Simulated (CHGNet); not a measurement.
# α-quartz-type GeO2 (metastable phase)

The numbers are results of the machine-learned potential CHGNet-r²SCAN (trained on r²SCAN data), not measurements.

Cell: relaxed at this level.

```yaml
lattice_constant_a: 4.945 Å
lattice_parameter_c: 5.676 Å
```

Measured, for comparison: lattice constant a 4.987 Å, lattice parameter c 5.652 Å (temperature not stated, no zero-point or thermal correction; as tabulated in Saito and Ono (2011), arXiv:1008.4998). Computed (rounded) less measured: lattice constant a -0.8 %, lattice parameter c +0.4 %. A static lattice is as a rule a little smaller and stiffer than an uncorrected measurement, which narrows the difference in the lattice constant a and would widen misses of the other sign.

A machine-learned potential is trained on density-functional data: it inherits that level's misses and adds fitting errors of its own.

Note: the model gives imaginary modes for this phase (in the spectrum interpolated from a supercell).
